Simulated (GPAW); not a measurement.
The system is HfC.

```
Hf C
1.0
     0.00000    2.32500    2.32500
     2.32500    0.00000    2.32500
     2.32500    2.32500    0.00000
Hf C
1 1
Direct
  0.50000 0.50000 0.50000
  0.00000 0.00000 0.00000
```

* Program: GPAW 26.7.0
* Task: single point
* Functional: PBEsol
* Potentials or basis: PAW data sets generated in the run's folder for this functional
* Cutoff: 800 eV
* Basis: pw
* k mesh: 10 × 10 × 10
* Occupations: fermi-dirac, width 0.05 eV
* Spin: no spin polarisation

On this cell: pressure -5.3 GPa; largest force zero by symmetry; band gap on the k mesh none (metal or under the smearing width).

The same run follows on a disturbed copy (atoms moved at random, drawn with an rms of 0.05 Å):

```xyz
2
Lattice="0.0000 2.3250 2.3250 2.3250 0.0000 2.3250 2.3250 2.3250 0.0000" Properties=species:S:1:pos:R:3 pbc="T T T"
Hf    2.3174    2.2719    2.3181
C     0.0297   -0.0376    0.0215
```

**Question.** What changes?

**Answer.** The energy (extrapolated to zero smearing) moves by +4.9 meV/atom; pressure -5.1 GPa; largest force 0.384 eV/Å; band gap on the k mesh none (metal or under the smearing width).

Forces on the atoms (eV/Å):
```
Hf   0.289  0.122  0.221
C   -0.289 -0.122 -0.221
```

Stress tensor (GPa, compression positive):
```
-4.91 -0.09 -0.17
-0.09 -5.23 -0.07
-0.17 -0.07 -5.07
```
